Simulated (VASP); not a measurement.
# InP (F-43m) in VASP: notebook

One crystal, InP, is run at these levels: PBEsol; tasks: single point.

All numbers are computed with VASP 6.6.1; they aren't measurements. Logs are shortened: lines on timing, memory, paths and dates and some standing lists are left out, and cuts for length are marked.

**Measured values to compare with.**

A printed reference work, data compilation reports, for a bulk crystal of InP at 1.6 K: band gap 1.4236 eV (direct).

How close the calculation comes is told below.

**1. The structure**

Symmetry: F-43m, No. 216, cubic system. The conventional cell has a = 5.879 Å, b = 5.879 Å, c = 5.879 Å, α = 90.00°, β = 90.00°, γ = 90.00°. In (site symmetry -43m) has 4 P at 2.55 Å as nearest neighbours. P (site symmetry -43m) is surrounded by 4 In at 2.55 Å.

The cell is a database's computed one.

**2. Single point, PBEsol**

The input, INCAR:

```
  PREC = Accurate
  ENCUT = 700
  EDIFF = 1E-6
  ISMEAR = 0
  SIGMA = 0.02
  LREAL = False
  LASPH = True
  NELM = 80
  ALGO = Normal
  ISIF = 2
  LWAVE = False
  LCHARG = False
  GGA = PS
  NBANDS = 16
```

The input, KPOINTS:

```
Automatic mesh
0
Gamma
  10 10 10
```

The input, POSCAR:

```
InP
1.0
    0.0000000000      2.9395400000      2.9395400000
    2.9395400000      0.0000000000      2.9395400000
    2.9395400000      2.9395400000      0.0000000000
In P
1 1
Direct
    0.0000000000      0.0000000000      0.0000000000
    0.7500000000      0.7500000000      0.7500000000
```

Potentials or basis: VASP PAW PBE potentials, release 64 (In_d, P).

The run is started by

```console
$ cat potpaw_PBE.64/In_d/POTCAR potpaw_PBE.64/P/POTCAR > POTCAR
$ mpirun -np 1 vasp_std > vasp.out
```

OUTCAR:

```text
PREC = Accurate
   ENCUT = 700
   EDIFF = 1E-6
   ISMEAR = 0
   LREAL = False
   LASPH = True
   NELM = 80
   ISIF = 2
   GGA = PS

 ion  position               nearest neighbor table
   1  0.000  0.000  0.000-   2 2.55   2 2.55   2 2.55   2 2.55
   2  0.750  0.750  0.750-   1 2.55   1 2.55   1 2.55   1 2.55

  LATTYP: Found a face centered cubic cell.
 ALAT       =     5.8790800000

  Lattice vectors:

 A1 = (   0.0000000000,   2.9395400000,   2.9395400000)
 A2 = (   2.9395400000,   0.0000000000,   2.9395400000)
 A3 = (   2.9395400000,   2.9395400000,   0.0000000000)

Analysis of symmetry for initial positions (statically):
=====================================================================
 Subroutine PRICEL returns:
 Original cell was already a primitive cell.

 Routine SETGRP: Setting up the symmetry group for a
 face centered cubic supercell.

 Subroutine GETGRP returns: Found 24 space group operations
 (whereof 24 operations were pure point group operations)
 out of a pool of 48 trial point group operations.

The static configuration has the point symmetry T_d .

Analysis of symmetry for dynamics (positions and initial velocities):
=====================================================================
 Subroutine PRICEL returns:
 Original cell was already a primitive cell.

 Routine SETGRP: Setting up the symmetry group for a
 face centered cubic supercell.

 Subroutine GETGRP returns: Found 24 space group operations
 (whereof 24 operations were pure point group operations)
 out of a pool of 48 trial point group operations.

The dynamic configuration has the point symmetry T_d .

 Subroutine INISYM returns: Found 24 space group operations
 (whereof 24 operations are pure point group operations),
 and found     1 'primitive' translations

----------------------------------------------------------------------------------------

                                     Primitive cell

  volume of cell :      50.8005

  direct lattice vectors                    reciprocal lattice vectors
     0.000000000  2.939540000  2.939540000    -0.170094641  0.170094641  0.170094641
     2.939540000  0.000000000  2.939540000     0.170094641 -0.170094641  0.170094641
     2.939540000  2.939540000  0.000000000     0.170094641  0.170094641 -0.170094641

  length of vectors
     4.157137335  4.157137335  4.157137335     0.294612560  0.294612560  0.294612560

  position of ions in fractional coordinates (direct lattice)
     0.000000000  0.000000000  0.000000000
     0.750000000  0.750000000  0.750000000

  ion indices of the primitive-cell ions
   primitive index   ion index
                 1           1
                 2           2

----------------------------------------------------------------------------------------

 KPOINTS: Automatic mesh

Automatic generation of k-mesh.
 Grid dimensions read from file:
 generate k-points for:   10   10   10

 Generating k-lattice:

  Cartesian coordinates                     Fractional coordinates (reciprocal lattice)
    -0.017009464  0.017009464  0.017009464     0.100000000  0.000000000  0.000000000
     0.017009464 -0.017009464  0.017009464     0.000000000  0.100000000  0.000000000
     0.017009464  0.017009464 -0.017009464     0.000000000  0.000000000  0.100000000

  Length of vectors
     0.029461256  0.029461256  0.029461256

  Shift w.r.t. Gamma in fractional coordinates (k-lattice)
     0.000000000  0.000000000  0.000000000

 Subroutine IBZKPT returns following result:
 ===========================================

 Found     47 irreducible k-points:

 Following reciprocal coordinates:
            Coordinates               Weight
  0.000000  0.000000  0.000000      1.000000
  0.100000  0.000000  0.000000      8.000000
  0.200000  0.000000  0.000000      8.000000
  0.300000  0.000000  0.000000      8.000000
  0.400000  0.000000  0.000000      8.000000
  0.500000  0.000000  0.000000      4.000000
[... 16 lines left out ...]
  0.300000  0.300000  0.000000      6.000000
  0.400000  0.300000  0.000000     24.000000
 [... further k-points ...]
   k-points           NKPTS =     47   k-points in BZ     NKDIM =     47   number of bands    NBANDS=     16
   number of dos      NEDOS =    301   number of ions     NIONS =      2
   total plane-waves  NPLWV =  46656
   dimension x,y,z NGX =    36 NGY =   36 NGZ =   36
   dimension x,y,z NGXF=    72 NGYF=   72 NGZF=   72
   ions per type =               1   1
   NGX,Y,Z   is equivalent  to a cutoff of  14.40, 14.40, 14.40 a.u.
   NGXF,Y,Z  is equivalent  to a cutoff of  28.79, 28.79, 28.79 a.u.
 SYSTEM =  unknown system
   PREC   = accura    normal or accurate (medium, high low for compatibility)
   ISTART =      0    job   : 0-new  1-cont  2-samecut
   ICHARG =      2    charge: 1-file 2-atom 10-const
   ISPIN  =      1    spin polarized calculation?
   LNONCOLLINEAR =      F non collinear calculations
   LSORBIT =      F    spin-orbit coupling
   LASPH  =      T    aspherical Exc in radial PAW
   ENCUT  =  700.0 eV  51.45 Ry    7.17 a.u.   8.97  8.97  8.97*2*pi/ulx,y,z
   NELM   =     80;   NELMIN=  2; NELMDL= -5     # of ELM steps
   EDIFF  = 0.1E-05   stopping-criterion for ELM
   LREAL  =      F    real-space projection
   EDIFFG = 0.1E-04   stopping-criterion for IOM
   NSW    =      0    number of steps for IOM
   IBRION =     -1    ionic relax: 0-MD 1-quasi-New 2-CG
   NFREE  =      0    steps in history (QN), initial steepest desc. (CG)
   ISIF   =      2    stress and relaxation
   ISYM   =      2    0-nonsym 1-usesym 2-fastsym
   POTIM  = 0.5000    time-step for ionic-motion
   TEBEG  =    0.0;   TEEND  =   0.0 temperature during run
   PSTRESS=    0.0 pullay stress
   NELECT =      18.0000    total number of electrons
   NUPDOWN=      -1.0000    fix difference up-down
   EMIN   =  10.00;   EMAX   =-10.00  energy-range for DOS
   EFERMI =   0.00;   METHOD = LEGACY
   ISMEAR =     0;   SIGMA  =   0.02  broadening in eV -4-tet -1-fermi 0-gaus
   EFERMI_NEDOS =   21; number of points for ismear=-14 and -15
   IALGO  =     38    algorithm
   IMIX   =      4    mixing-type and parameters
     AMIX     =   0.40;   BMIX     =  1.00
     AMIX_MAG =   1.60;   BMIX_MAG =  1.00
  volume/ion in A,a.u.               =      25.40       171.41
  Fermi-wavevector in a.u.,A,eV,Ry     =   1.158447  2.189148 18.259021  1.342000
  Thomas-Fermi vector in A             =   2.295049
   LORBIT       =      0    0 simple, 1 ext, 2 COOP (PROOUT), +10 PAW based schemes
   GGA     = PS    functional components
   LHFCALC =     F    Hartree Fock is set to
   AEXX    =    0.0000 exact exchange contribution
   IVDW    =     0    specifies the selected vdW correction
   LEPSILON=     F    determine dielectric tensor
   LRPA    =     F    only Hartree local field effects (RPA)
 non-spin polarized calculation
 Gauss-broadening in eV      SIGMA  =   0.02
  energy-cutoff  :      700.00
  volume of cell :       50.80
 maximum number of plane-waves:      2162
   NGX = 17   NGY = 17   NGZ = 17

 number of electron      17.9999998 magnetization

 Free energy of the ion-electron system (eV)
  ---------------------------------------------------
  ext. energy  EPLUGINS =         0.00000000
  ---------------------------------------------------
  free energy    TOTEN  =        -9.15718533 eV

  energy without entropy =       -9.15718533  energy(sigma->0) =       -9.15718533

 E-fermi :   5.0944     XC(G=0):  -9.4389

 val. band max:        4.9896143073   @ k =   0.0000   0.0000   0.0000
 cond. band min:       5.5552217315   @ k =   0.0000   0.0000   0.0000
 fundamental gap:      0.5656074242
 Fermi energy:         5.0943645465

 k-point     1 :       0.0000    0.0000    0.0000
  band No.  band energies     occupation
      1      -9.1396      2.00000
      2      -9.1396      2.00000
      3      -9.1396      2.00000
      4      -8.9895      2.00000
      5      -8.9895      2.00000
      6      -6.4948      2.00000
[... 8 lines left out ...]
     15      14.4049      0.00000
     16      14.4049      0.00000

 k-point     2 :       0.1000    0.0000    0.0000
  band No.  band energies     occupation
      1      -9.1519      2.00000
      2      -9.1347      2.00000
      3      -9.1347      2.00000
      4      -8.9895      2.00000
      5      -8.9895      2.00000
      6      -6.3805      2.00000
[... 8 lines left out ...]
     15      13.8906      0.00000
     16      13.8906      0.00000

 k-point     3 :       0.2000    0.0000    0.0000
  band No.  band energies     occupation
      1      -9.1828      2.00000
      2      -9.1230      2.00000
      3      -9.1230      2.00000
      4      -8.9885      2.00000
      5      -8.9885      2.00000
      6      -6.0519      2.00000
[... 8 lines left out ...]
     15      13.4616      0.00000
     16      14.1493      0.00000

 k-point     4 :       0.3000    0.0000    0.0000
  band No.  band energies     occupation
      1      -9.2189      2.00000
      2      -9.1109      2.00000
      3      -9.1109      2.00000
      4      -8.9847      2.00000
      5      -8.9847      2.00000
      6      -5.5596      2.00000
[... 8 lines left out ...]
     15      13.7503      0.00000
     16      13.7503      0.00000
[... 324 lines left out ...]
 k-point    22 :      -0.2000    0.2000    0.0000
  band No.  band energies     occupation
      1      -9.2291      2.00000
      2      -9.1029      2.00000
      3      -9.1014      2.00000
      4      -8.9943      2.00000
      5      -8.9814      2.00000
      6      -5.3931      2.00000
[... 8 lines left out ...]
     15      15.1392      0.00000
     16      16.1477      0.00000

 k-point    23 :       0.3000    0.3000    0.0000
  band No.  band energies     occupation
      1      -9.2673      2.00000
      2      -9.0733      2.00000
      3      -9.0733      2.00000
      4      -9.0209      2.00000
      5      -8.9669      2.00000
      6      -5.2483      2.00000
[... 8 lines left out ...]
     15      15.1563      0.00000
     16      17.6922      0.00000

 k-point    24 :       0.4000    0.3000    0.0000
  band No.  band energies     occupation
      1      -9.2865      2.00000
      2      -9.0643      2.00000
      3      -9.0610      2.00000
      4      -9.0245      2.00000
      5      -8.9633      2.00000
      6      -4.8300      2.00000
[... 8 lines left out ...]
     15      15.5769      0.00000
     16      17.5733      0.00000

 [... further k-points ...]

------------------------ aborting loop because EDIFF is reached ----------------------------------------

  FORCE on cell =-STRESS in cart. coord.  units (eV):
  Direction    XX          YY          ZZ          XY          YZ          ZX
  --------------------------------------------------------------------------------------
  -------------------------------------------------------------------------------------
  Total        0.0016254      0.0016254      0.0016254      0.0000000     -0.0000000      0.0000000
  in kB        0.0512641      0.0512641      0.0512641      0.0000000     -0.0000000      0.0000000
  external PRESSURE =       0.0512641 kB  Pullay stress =       0.0000000 kB

 VOLUME and BASIS-vectors are now :
 -----------------------------------------------------------------------------
  energy-cutoff  :      700.00
  volume of cell :       50.80
      direct lattice vectors                 reciprocal lattice vectors
     0.000000000  2.939540000  2.939540000    -0.170094641  0.170094641  0.170094641
     2.939540000  0.000000000  2.939540000     0.170094641 -0.170094641  0.170094641
     2.939540000  2.939540000  0.000000000     0.170094641  0.170094641 -0.170094641

 POSITION                                       TOTAL-FORCE (eV/Angst)
 -----------------------------------------------------------------------------------
      0.00000      0.00000      0.00000         0.000000      0.000000      0.000000
      4.40931      4.40931      4.40931        -0.000000     -0.000000     -0.000000
 -----------------------------------------------------------------------------------
    total drift:                                0.000000      0.000000      0.000000

  FREE ENERGIE OF THE ION-ELECTRON SYSTEM (eV)
  ---------------------------------------------------
  free  energy   TOTEN  =        -9.1571853263 eV

  energy  without entropy=       -9.1571853263  energy(sigma->0) =       -9.15718533
```

It took 45 s on 1 thread of Intel Xeon Platinum 8259CL at 2.50GHz (Skylake/Cascade Lake), shared host; peak memory 0.23 GiB.

What came out:

```
Free energy            : -9.1572 eV
Pressure               : 0.0 GPa
Band gap on the k mesh : 0.57 eV, direct
```

Levels at points of the mesh, in eV from the valence-band top:
| k point | band 7 | band 8 | band 9 | band 10 | band 11 | band 12 |
| --- | --- | --- | --- | --- | --- | --- |
| (0.00, 0.00, 0.00) | 0.00 | 0.00 | 0.00 | 0.57 | 4.02 | 4.02 |
| (0.50, 0.00, 0.00) | -5.75 | -0.97 | -0.97 | 1.38 | 4.74 | 4.74 |
| (0.50, 0.50, 0.00) | -5.78 | -2.32 | -2.32 | 1.65 | 2.17 | 9.04 |

Caveat: the PAW data sets were made with another functional, which shifts forces and pressure a little; spin-orbit coupling is left out, which moves the levels of the heavy elements.

**3. Single point, PBEsol**

Edit INCAR of step 2 so:

```diff
@@ -1,3 +1,3 @@
   PREC = Accurate
-  ENCUT = 700
+  ENCUT = 520
   EDIFF = 1E-6
```

The input, KPOINTS:

```
Automatic mesh
0
Gamma
  16 16 16
```

POSCAR is that of step 2.

Potentials or basis: VASP PAW PBE potentials, release 64 (In_d, P).

The run is started by

```console
$ cat potpaw_PBE.64/In_d/POTCAR potpaw_PBE.64/P/POTCAR > POTCAR
$ mpirun -np 1 vasp_std > vasp.out
```

Run time: 72 s. Hardware: 1 thread of Intel Xeon Platinum 8259CL at 2.50GHz (Skylake/Cascade Lake), shared host; peak memory 0.25 GiB.

It converged, with:

* Free energy: -9.1573 eV
* Pressure: 0.0 GPa
* Band gap on the k mesh: 0.57 eV, direct

Levels at points of the mesh, in eV from the valence-band top:
```
           k point  band 6  band 7  band 8  band 9  band 10  band 11  band 12  band 13
(0.00, 0.00, 0.00)  -11.48    0.00    0.00    0.00     0.57     4.02     4.02     4.02
(0.50, 0.00, 0.00)   -9.76   -5.75   -0.97   -0.97     1.38     4.74     4.74     6.93
(0.50, 0.50, 0.00)   -9.11   -5.78   -2.32   -2.32     1.65     2.17     9.04     9.47
```

Caveat: the PAW data sets were made with another functional, which shifts forces and pressure a little; spin-orbit coupling is left out, which moves the levels of the heavy elements.

**4. Comparison with measurements**

Step 2. Against the measured gap of InP, 1.4236 eV (direct; 1.6 K; a printed reference work, data compilation), the calculated 0.57 eV is off by -0.86 eV. Spin-orbit coupling on In is left out. The value is that of PBEsol, without temperature or zero-point motion. Semilocal functionals fall short of measured gaps as a rule. The cell is a database's relaxed one, not the measured one, which moves gaps too.

Step 3. A measured gap of InP is 1.4236 eV (direct; 1.6 K; a printed reference work, data compilation); the calculated 0.57 eV misses it by -0.86 eV. Spin-orbit coupling on In is left out. The value is that of PBEsol, without temperature or zero-point motion. Semilocal functionals fall short of measured gaps as a rule. The cell is a database's relaxed one, not the measured one, which moves gaps too.
